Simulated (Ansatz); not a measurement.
## Σ11 (113) boundary in fcc Pt with Zr (substitutional): structure and resistance

How much does the Σ11 (113) boundary in fcc Pt with Zr (substitutional) reflect electrons?

Program: Ansatz 0.2.0. Level of theory: Ansatz plane-wave DFT, PBE, PAW files; relaxation of a bicrystal slab with its lowest layers held; PAW set soft_1, in the first sound run; inputs show where later runs differ. Results are calculated unless marked as measured.

### 1. The structure

The cell holds 17 atoms: 16 Pt and 1 Zr. Cell: a = 2.773 Å, b = 4.803 Å, c = 29.969 Å, α = 90.0°, β = 90.0°, γ = 73.2°. It derives from Pt. built on the (1 1 3) plane; 1 overlapping atoms removed and the grains opened by 0.05 Å. Vacuum lies along c.

### 2. Relaxing the bicrystal

The boundary is built by mirroring the lower grain in the boundary plane and removing any atoms that overlap; then the Zr is put in at the boundary. A thin bicrystal slab is relaxed first, with the lowest layers held and the upper grain free to shift and open.

File input.yaml:

```yaml
crystal:
  lattice:
    - [2.7731313745, 0.0, 0.0]
    - [1.3865656872, 4.5987181317, 0.0]
    - [0.0, 0.0, 29.9694750592]
  atoms:
    - { symbol: Pt, position: [0.909090909, 0.1818181818, 0.1668364224] }
    - { symbol: Pt, position: [0.6363636363, 0.7272727273, 0.2062921416] }
    - { symbol: Pt, position: [0.3636363636, 0.2727272727, 0.2457478607] }
    - { symbol: Pt, position: [0.0909090909, 0.8181818182, 0.2852035799] }
    - { symbol: Pt, position: [0.8181818182, 0.3636363636, 0.324659299] }
    - { symbol: Pt, position: [0.5454545454, 0.9090909091, 0.3641150182] }
    - { symbol: Pt, position: [0.2727272727, 0.4545454545, 0.4035707373] }
    - { symbol: Zr, position: [0.0, 0.0, 0.4430264565] }
    - { symbol: Pt, position: [0.2727272727, 0.4545454545, 0.4841505399] }
    - { symbol: Pt, position: [0.5454545454, 0.9090909091, 0.523606259] }
    - { symbol: Pt, position: [0.8181818182, 0.3636363636, 0.5630619782] }
    - { symbol: Pt, position: [0.0909090909, 0.8181818182, 0.6025176973] }
    - { symbol: Pt, position: [0.3636363636, 0.2727272727, 0.6419734165] }
    - { symbol: Pt, position: [0.6363636363, 0.7272727273, 0.6814291357] }
    - { symbol: Pt, position: [0.909090909, 0.1818181818, 0.7208848548] }
    - { symbol: Pt, position: [0.1818181817, 0.6363636364, 0.760340574] }
    - { symbol: Pt, position: [0.4545454545, 0.0909090909, 0.7997962931] }
kpoints:
  mp_grid: { grid: [9, 9, 1] }
hamiltonian:
  xc: pbe
  pseudopotentials: { kind: paw, azcp: { folder: soft_1 } }
scf:
  occupations: { method: fermi_dirac, width: 0.1 }
relax:
  f_tol: 0.03
  max_steps: 80
  constraints: [{ sites: [0, 1, 2] }]
```

Command:

```bash
ansatz run input.yaml --threads 4 --pin off --max-ram 15360MiB --backend cpu --events-out ev --progress --plain --runs-dir out
```

Numbers of over 12 decimals in the logs are rounded to 6 here.

Output:

```text
Engine: ansatz 0.2.0, aarch64-unknown-linux-gnu
Pseudopotentials: kind: paw
Pseudopotential: Pt, paw, valence charge 18, recommended cutoff 420 eV (normal), soft_1/Pt.paw.azcp
Pseudopotential: Zr, paw, valence charge 12, recommended cutoff 420 eV (normal), soft_1/Zr.paw.azcp
Functional definition: PBE
  parameter kappa = 0.804
  parameter beta = 0.066725
  exchange = pbe_x(kappa = kappa, mu = beta*pi^2/3)
  correlation = pbe_c(beta = beta)
Crystal: 17 atoms, lattice volume = 382.196 Å³
Basis set: ecut = 420 eV, 7451 PW (Γ), exchange–correlation on 40×72×432 points (8 copies of the dense FFT grid, shifted against one another)
Bands: 180, of which v1, the nominal top of the filled ones, is band 150 counted from 1 (149 counted from 0)
Symmetry: 2 space group operations
Space group: Cm (ITA 8), of the structure as read, at distance tolerance 7.3e-5 Å
k-points: 25 of 81 (time reversal used)
Non-local potential: Pt, projectors of the file, l = 0: 3, l = 1: 2, l = 2: 2, l = 3: 1
Non-local potential: Zr, projectors of the file, l = 0: 3, l = 1: 2, l = 2: 2, l = 3: 1
PAW form: soft (Blöchl's): semilocal exchange-correlation on the pseudo side does not see the compensation charge
PAW one-centre angular grid: Pt, 590 points (default); XC on 64 Gauss nodes
PAW one-centre angular grid: Zr, 590 points (default); XC on 64 Gauss nodes
Initial density: superposition of atomic densities (neutral atoms: chi_scale 0, normalization atom)
Initial wavefunctions: pseudopotential atomic-orbital guess
Functional: x = pbe(κ = 0.804, μ = 0.219515), c = pbe(β = 0.066725)
SCF iter   1: F=—  HF=-204588.548525 eV  |F-HF|=—  |Δ(HF+E_count)|=         —  Δρ=9.19e-2  dr2=1.77e2  ethr=3.10e-3  ⟨swp⟩=6.0  Hψ=16281  notcnv=0  defer=101
preconditioner: auto → LDOS  [metal: Δε(μ)=0.003 eV  Ē_g=7.382 eV  σ=0.100 eV  W_gap=0.01  n_scr=110 (ndim 8)  ℏωp=24.4 eV  f_vac=0.294  D(μ)=21.85/eV (n_scr^D=238)  β→1.0]
SCF iter   2: F=—  HF=-204585.812513 eV  |F-HF|=—  |Δ(HF+E_count)|=    2.74e0  Δρ=7.75e-2  dr2=4.55e1  ethr=3.10e-3  ⟨swp⟩=3.0  Hψ=11727  notcnv=0  defer=233
SCF iter   3: F=—  HF=-204578.560020 eV  |F-HF|=—  |Δ(HF+E_count)|=    7.25e0  Δρ=1.10e-2  dr2=1.15e0  ethr=3.10e-3  ⟨swp⟩=2.4  Hψ=8998  notcnv=0  defer=304
SCF iter   4: F=—  HF=-204578.376715 eV  |F-HF|=—  |Δ(HF+E_count)|=   1.83e-1  Δρ=4.02e-3  dr2=3.24e-1  ethr=3.83e-4  ⟨swp⟩=3.2  Hψ=9043  notcnv=0  defer=301
SCF iter   5: F=—  HF=-204578.357644 eV  |F-HF|=—  |Δ(HF+E_count)|=   1.91e-2  Δρ=2.06e-3  dr2=5.15e-2  ethr=1.08e-4  ⟨swp⟩=2.1  Hψ=6040  notcnv=0  defer=301
SCF iter   6: F=—  HF=-204578.353939 eV  |F-HF|=—  |Δ(HF+E_count)|=   3.71e-3  Δρ=8.18e-4  dr2=8.05e-3  ethr=1.72e-5  ⟨swp⟩=2.0  Hψ=5568  notcnv=0  defer=301
SCF iter   7: F=—  HF=-204578.354433 eV  |F-HF|=—  |Δ(HF+E_count)|=   4.94e-4  Δρ=3.65e-4  dr2=1.36e-3  ethr=2.68e-6  ⟨swp⟩=2.1  Hψ=6259  notcnv=0  defer=301
SCF iter   8: F=—  HF=-204578.354345 eV  |F-HF|=—  |Δ(HF+E_count)|=   8.80e-5  Δρ=1.90e-4  dr2=3.42e-4  ethr=4.52e-7  ⟨swp⟩=2.2  Hψ=6086  notcnv=0  defer=301
SCF iter   9: F=—  HF=-204578.354329 eV  |F-HF|=—  |Δ(HF+E_count)|=   1.53e-5  Δρ=6.76e-5  dr2=5.24e-5  ethr=1.14e-7  ⟨swp⟩=2.2  Hψ=6224  notcnv=0  defer=301
SCF iter  10: F=-204578.354315 eV  HF=-204578.354324 eV  |F-HF|=8.65e-6  |Δ(HF+E_count)|=   5.40e-6  Δρ=3.12e-5  dr2=1.02e-5  ethr=7.50e-9  ⟨swp⟩=4.9  Hψ=14574  notcnv=0
SCF 1 converged in 10 iterations: F = -204578.354315 eV  dr2 = 1.02e-5
  greatest PAW one-centre occupation: 1.000 electrons in one spin orbital (limit 2), on the Pt atom at site 6 (counted from 0), in its partial waves of l = 0
relax step   1: F+E_penalty+E_count = -204578.35431544 eV  Δ(F+E_penalty+E_count) = +0.000e0 eV  max|allowed force component| = 3.364e0 eV/Å  Δτ_max = 0.0000 Å  (10 SCF iters, dr2 threshold 2.25e-5 eV, accepted)
Initial density: handed on by an earlier stage of this run
Initial wavefunctions: those handed on with the density
iter 1 solved again at ethr=2.68e-4 eV; its pass at ethr=3.10e-3 eV (dr2=8.04e-1 eV) is discarded
SCF iter   1: F=—  HF=-204578.961115 eV  |F-HF|=—  |Δ(HF+E_count)|=         —  Δρ=1.30e-2  dr2=8.26e-1  ethr=2.68e-4  ⟨swp⟩=2.0  Hψ=16779  notcnv=0  defer=285
preconditioner: auto → LDOS  [metal: Δε(μ)=0.004 eV  Ē_g=8.315 eV  σ=0.100 eV  W_gap=0.01  n_scr=110 (ndim 8)  ℏωp=24.8 eV  f_vac=0.290  D(μ)=24.46/eV (n_scr^D=280)  β→1.0]
SCF iter   2: F=—  HF=-204578.920528 eV  |F-HF|=—  |Δ(HF+E_count)|=   4.06e-2  Δρ=4.63e-3  dr2=1.58e-1  ethr=2.68e-4  ⟨swp⟩=2.0  Hψ=7062  notcnv=0  defer=285
SCF iter   3: F=—  HF=-204578.887781 eV  |F-HF|=—  |Δ(HF+E_count)|=   3.27e-2  Δρ=1.85e-3  dr2=4.29e-2  ethr=5.26e-5  ⟨swp⟩=3.0  Hψ=8599  notcnv=0  defer=285
SCF iter   4: F=—  HF=-204578.880952 eV  |F-HF|=—  |Δ(HF+E_count)|=   6.83e-3  Δρ=6.83e-4  dr2=4.94e-3  ethr=1.43e-5  ⟨swp⟩=2.4  Hψ=6913  notcnv=0  defer=290
SCF iter   5: F=—  HF=-204578.880519 eV  |F-HF|=—  |Δ(HF+E_count)|=   4.33e-4  Δρ=3.02e-4  dr2=1.17e-3  ethr=1.65e-6  ⟨swp⟩=2.0  Hψ=6416  notcnv=0  defer=290
SCF iter   6: F=—  HF=-204578.880444 eV  |F-HF|=—  |Δ(HF+E_count)|=   7.45e-5  Δρ=1.36e-4  dr2=2.05e-4  ethr=3.90e-7  ⟨swp⟩=2.2  Hψ=6231  notcnv=0  defer=290
SCF iter   7: F=-204578.880401 eV  HF=-204578.880429 eV  |F-HF|=2.76e-5  |Δ(HF+E_count)|=   1.51e-5  Δρ=5.59e-5  dr2=3.10e-5  ethr=3.33e-8  ⟨swp⟩=3.1  Hψ=16468  notcnv=0
SCF 2 converged in 7 iterations: F = -204578.880401 eV  dr2 = 3.10e-5
  greatest PAW one-centre occupation: 1.000 electrons in one spin orbital (limit 2), on the Pt atom at site 8 (counted from 0), in its partial waves of l = 0
relax step   2: F+E_penalty+E_count = -204578.88040138 eV  Δ(F+E_penalty+E_count) = -5.261e-1 eV  max|allowed force component| = 7.000e-1 eV/Å  Δτ_max = 0.1910 Å  (7 SCF iters, dr2 threshold 1.00e-4 eV, accepted)
iter 1 solved again at ethr=2.62e-4 eV; its pass at ethr=3.10e-3 eV (dr2=7.85e-1 eV) is discarded
SCF iter   1: F=—  HF=-204579.264289 eV  |F-HF|=—  |Δ(HF+E_count)|=         —  Δρ=1.52e-2  dr2=7.89e-1  ethr=2.62e-4  ⟨swp⟩=1.5  Hψ=17648  notcnv=0  defer=263
preconditioner: auto → LDOS  [metal: Δε(μ)=0.001 eV  Ē_g=8.226 eV  σ=0.100 eV  W_gap=0.00  n_scr=110 (ndim 8)  ℏωp=24.8 eV  f_vac=0.284  D(μ)=24.36/eV (n_scr^D=280)  β→1.0]
SCF iter   2: F=—  HF=-204579.212209 eV  |F-HF|=—  |Δ(HF+E_count)|=   5.21e-2  Δρ=6.37e-3  dr2=3.62e-1  ethr=2.62e-4  ⟨swp⟩=2.1  Hψ=7752  notcnv=0  defer=263
SCF iter   3: F=—  HF=-204579.139432 eV  |F-HF|=—  |Δ(HF+E_count)|=   7.28e-2  Δρ=2.19e-3  dr2=3.93e-2  ethr=1.21e-4  ⟨swp⟩=2.6  Hψ=7382  notcnv=0  defer=263
SCF iter   4: F=—  HF=-204579.133653 eV  |F-HF|=—  |Δ(HF+E_count)|=   5.78e-3  Δρ=7.36e-4  dr2=1.00e-2  ethr=1.31e-5  ⟨swp⟩=3.0  Hψ=7813  notcnv=0  defer=263
SCF iter   5: F=—  HF=-204579.133589 eV  |F-HF|=—  |Δ(HF+E_count)|=   6.45e-5  Δρ=3.16e-4  dr2=1.35e-3  ethr=3.35e-6  ⟨swp⟩=2.0  Hψ=6226  notcnv=0  defer=279
SCF iter   6: F=—  HF=-204579.133529 eV  |F-HF|=—  |Δ(HF+E_count)|=   5.95e-5  Δρ=1.47e-4  dr2=1.93e-4  ethr=4.50e-7  ⟨swp⟩=2.1  Hψ=6157  notcnv=0  defer=282
SCF iter   7: F=—  HF=-204579.133515 eV  |F-HF|=—  |Δ(HF+E_count)|=   1.43e-5  Δρ=7.06e-5  dr2=5.16e-5  ethr=6.43e-8  ⟨swp⟩=2.0  Hψ=6310  notcnv=0  defer=282
SCF iter   8: F=-204579.133499 eV  HF=-204579.133512 eV  |F-HF|=1.27e-5  |Δ(HF+E_count)|=   2.63e-6  Δρ=3.49e-5  dr2=1.37e-5  ethr=1.02e-8  ⟨swp⟩=4.3  Hψ=12827  notcnv=0
SCF 3 converged in 8 iterations: F = -204579.133499 eV  dr2 = 1.37e-5
relax step   3: F+E_penalty+E_count = -204579.13349939 eV  Δ(F+E_penalty+E_count) = -2.531e-1 eV  max|allowed force component| = 2.141e-1 eV/Å  Δτ_max = 0.1949 Å  (8 SCF iters, dr2 threshold 3.06e-5 eV, accepted)
[...]
relax step   4: F+E_penalty+E_count = -204579.27668981 eV  Δ(F+E_penalty+E_count) = -1.432e-1 eV  max|allowed force component| = 1.010e-1 eV/Å  Δτ_max = 0.1929 Å  (9 SCF iters, dr2 threshold 2.86e-6 eV, accepted)
[...]
relax step   5: F+E_penalty+E_count = -204579.36018052 eV  Δ(F+E_penalty+E_count) = -8.349e-2 eV  max|allowed force component| = 5.117e-2 eV/Å  Δτ_max = 0.1945 Å  (10 SCF iters, dr2 threshold 9.53e-7 eV, accepted)
SCF iter   1: F=—  HF=-204579.529755 eV  |F-HF|=—  |Δ(HF+E_count)|=         —  Δρ=1.53e-2  dr2=8.12e-1  ethr=3.04e-3  ⟨swp⟩=5.5  Hψ=11845  notcnv=0  defer=272
preconditioner: auto → LDOS  [metal: Δε(μ)=0.007 eV  Ē_g=8.036 eV  σ=0.100 eV  W_gap=0.02  n_scr=110 (ndim 8)  ℏωp=24.8 eV  f_vac=0.266  D(μ)=24.48/eV (n_scr^D=280)  β→1.0]
SCF iter   2: F=—  HF=-204579.472836 eV  |F-HF|=—  |Δ(HF+E_count)|=   5.69e-2  Δρ=6.82e-3  dr2=3.71e-1  ethr=2.71e-4  ⟨swp⟩=2.4  Hψ=8736  notcnv=0  defer=292
SCF iter   3: F=—  HF=-204579.390963 eV  |F-HF|=—  |Δ(HF+E_count)|=   8.19e-2  Δρ=2.20e-3  dr2=4.73e-2  ethr=1.24e-4  ⟨swp⟩=2.4  Hψ=7625  notcnv=0  defer=292
SCF iter   4: F=—  HF=-204579.384119 eV  |F-HF|=—  |Δ(HF+E_count)|=   6.84e-3  Δρ=7.58e-4  dr2=9.59e-3  ethr=1.58e-5  ⟨swp⟩=3.0  Hψ=7785  notcnv=0  defer=292
SCF iter   5: F=—  HF=-204579.383266 eV  |F-HF|=—  |Δ(HF+E_count)|=   8.53e-4  Δρ=3.17e-4  dr2=1.37e-3  ethr=3.20e-6  ⟨swp⟩=2.2  Hψ=6112  notcnv=0  defer=292
SCF iter   6: F=—  HF=-204579.383217 eV  |F-HF|=—  |Δ(HF+E_count)|=   4.85e-5  Δρ=1.35e-4  dr2=1.71e-4  ethr=4.57e-7  ⟨swp⟩=1.9  Hψ=5214  notcnv=0  defer=292
SCF iter   7: F=—  HF=-204579.383199 eV  |F-HF|=—  |Δ(HF+E_count)|=   1.84e-5  Δρ=6.47e-5  dr2=4.58e-5  ethr=5.69e-8  ⟨swp⟩=2.0  Hψ=6293  notcnv=0  defer=292
SCF iter   8: F=—  HF=-204579.384056 eV  |F-HF|=—  |Δ(HF+E_count)|=   8.58e-4  Δρ=3.08e-5  dr2=1.03e-5  ethr=1.53e-8  ⟨swp⟩=1.9  Hψ=5818  notcnv=0  defer=287
SCF iter   9: F=—  HF=-204579.384056 eV  |F-HF|=—  |Δ(HF+E_count)|=   9.27e-7  Δρ=1.19e-5  dr2=1.72e-6  ethr=3.43e-9  ⟨swp⟩=2.0  Hψ=6196  notcnv=0  defer=287
SCF iter  10: F=—  HF=-204579.384055 eV  |F-HF|=—  |Δ(HF+E_count)|=   1.30e-7  Δρ=4.73e-6  dr2=2.23e-7  ethr=5.75e-10  ⟨swp⟩=2.1  Hψ=6299  notcnv=0  defer=287
SCF iter  11: F=-204579.384055 eV  HF=-204579.384055 eV  |F-HF|=4.72e-8  |Δ(HF+E_count)|=   1.45e-8  Δρ=2.21e-6  dr2=5.64e-8  ethr=3.33e-11  ⟨swp⟩=4.4  Hψ=14804  notcnv=0
SCF 6 converged in 11 iterations: F = -204579.384055 eV  dr2 = 5.64e-8
relax step   6: F+E_penalty+E_count = -204579.38405538 eV  Δ(F+E_penalty+E_count) = -2.387e-2 eV  max|allowed force component| = 2.867e-2 eV/Å  Δτ_max = 0.1845 Å  (11 SCF iters, accepted)
SCF converged after 11 iterations
Free energy (F): -204579.384055 eV
Harris-Foulkes:  -204579.384055 eV  (|F-HF|=4.72e-8)
Internal energy: -204578.593944 eV  (E = F + TS)
E sigma→0 (E₀):  -204578.988999 eV
Entropy (-TS):   -0.790112 eV (-46.477 meV/atom)
Fermi energy:    13.801787 eV
--- Per-component energies (eV) ---
  E_band       = -4834.494746
  E_kinetic    = 9858.884410
  E_local      = -286016.539837  (includes V_loc(G=0)·N_el)
  E_nonlocal   = 3334.982819
  E_hartree    = 138840.570546
  E_xc         = -3867.017393
  E_vxc        = -4517.855428  (∫ρ·V_xc dr)
  E_paw        = -154705.240064  (= ΣΔE_a)
  E_vpaw       = -5175.166801  (= ΣTr[D̂ρ^β])
  E_aug_tail   = 0.018048  (compensation charges beyond the density's cutoff)
  E_ewald      = 87975.747528
  E_smearing   = -0.790112  (= −TS)
  E_closure    = -0.000000  (closes the sum)
  Σ components = -204579.384055   (vs F -204579.384055, Δ=0.00e0)
--- Forces (eV/Å), atoms counted from 1 ---
  atom   1  Pt     0.00000000    -0.01639953     0.43890899
  atom   2  Pt     0.00000000    -0.17373375    -0.72251481
  atom   3  Pt    -0.00000000     0.20170842     0.27703686
  atom   4  Pt     0.00000000    -0.00409849     0.02866876
  atom   5  Pt    -0.00000000     0.00428541     0.01886966
  atom   6  Pt    -0.00000000     0.00045645    -0.01809325
  atom   7  Pt     0.00000000    -0.00184025     0.01113496
  atom   8  Zr     0.00000000    -0.01238695    -0.00346190
  atom   9  Pt     0.00000000    -0.00749897    -0.02472412
  atom  10  Pt    -0.00000000     0.00730094    -0.00328530
  atom  11  Pt    -0.00000000     0.00142455     0.00471381
  atom  12  Pt     0.00000000    -0.00153281     0.00482086
  atom  13  Pt     0.00000000    -0.00227130    -0.00580676
  atom  14  Pt     0.00000000    -0.00315882     0.00643995
  atom  15  Pt    -0.00000000     0.01640041    -0.00047352
  atom  16  Pt     0.00000000    -0.01371625     0.00892995
  atom  17  Pt    -0.00000000     0.00506645    -0.02125841
  max |Σ_I F_I| component: 9.43e-5 eV/Å
--- Relaxed structure (6 steps of the walk, 6 accepted, 0 SCFs on fresh bases) ---
  F+E_penalty+E_count = -204579.38405538 eV   max|allowed force component| = 2.867e-2 eV/Å
  atoms:
    - { symbol: Pt, position: [0.9090909091, 0.181818, 0.166836] }
    - { symbol: Pt, position: [0.63636363635, 0.727273, 0.206292] }
    - { symbol: Pt, position: [0.363636, 0.272727, 0.245748] }
    - { symbol: Pt, position: [0.088930, 0.822140, 0.287950] }
    - { symbol: Pt, position: [0.816964, 0.366072, 0.327959] }
    - { symbol: Pt, position: [0.544298, 0.911405, 0.371030] }
    - { symbol: Pt, position: [0.273466, 0.453069, 0.410202] }
    - { symbol: Zr, position: [0.00483546, -0.00967091, 0.456115] }
    - { symbol: Pt, position: [0.273014, 0.453972, 0.501726] }
    - { symbol: Pt, position: [0.544125, 0.911750, 0.541428] }
    - { symbol: Pt, position: [0.815925, 0.368150, 0.583630] }
    - { symbol: Pt, position: [0.087692, 0.824616, 0.624835] }
    - { symbol: Pt, position: [0.359748, 0.280504, 0.665357] }
    - { symbol: Pt, position: [0.632602, 0.734796, 0.706832] }
    - { symbol: Pt, position: [0.905521, 0.188958, 0.746090] }
    - { symbol: Pt, position: [0.188995, 0.622010, 0.791683] }
    - { symbol: Pt, position: [0.460795, 0.078410, 0.823575] }
```

Elapsed: 6.6 min, on 4 threads of Arm Neoverse V1, shared host; peak memory 2.2 GiB; 26 min of CPU time.

Step by step:

```tsv
step	energy less that of the first step (eV)	largest force component (eV/Å)
1	0.0000	3.3635
2	-0.5261	0.7000
3	-0.7792	0.2141
4	-0.9224	0.1010
5	-1.0059	0.0512
6	-1.0297	0.0287
```

Forces are held to the 2 operations that the run works with; a distortion that breaks them can't arise in this run.

The atoms that moved most (Å):

```tsv
atom	dx	dy	dz	length
Pt16	0.000	-0.066	0.939	0.942
Pt14	0.000	0.035	0.761	0.762
Pt15	0.000	0.033	0.755	0.756
Pt17	0.000	-0.057	0.713	0.715
Pt13	0.000	0.036	0.701	0.702
Pt12	0.000	0.030	0.669	0.669
Pt11	0.000	0.021	0.616	0.617
Pt10	0.000	0.012	0.534	0.534
```

Numbers from this step:

```
free energy             : -204579.3841 eV
energy at zero smearing : -204578.9890 eV
Fermi energy            : 13.80 eV
```

The largest force component on a free atom ends at 0.029 eV/Å, under the tolerance of 0.03, after 6 steps.

[end of part 1 of 2]

[Logs are printed without paths, hosts, clocks, repeated set-up lines and the standing remarks that a program may print on its own settings, such as how far it seeks lower states.]

[Hosts, paths, dates, database ids (printed as entryN), source tags and the programs' standing remarks are cut or masked in the printed files.]
